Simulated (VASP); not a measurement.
Consider the following.

```
ZnTe
1.0
    0.00000     3.06063     3.06063
    3.06063     0.00000     3.06063
    3.06063     3.06063     0.00000
Zn Te
1 1
Direct
  0.00000   0.00000   0.00000
  0.25000   0.25000   0.25000
```

Computed with LDA (Ceperley-Alder, Perdew-Zunger), VASP's LDA PAW potentials (set 64) (plane waves; VASP). Settings: 520 eV cut-off, 8×8×8 Γ-centred mesh, Gaussian smearing of 0.050 eV, potentials Zn Te.

### Question
Give the stress tensor in GPa (positive for a compressed cell).

### Answer

```
-2.83   0.00   0.00
 0.00  -2.83   0.00
 0.00   0.00  -2.83
```
The pressure is its mean diagonal, -2.83 GPa.

The compound is ZnTe in the zinc blende structure. This cell is one point of a volume scan, at 1.06 of the reference volume.
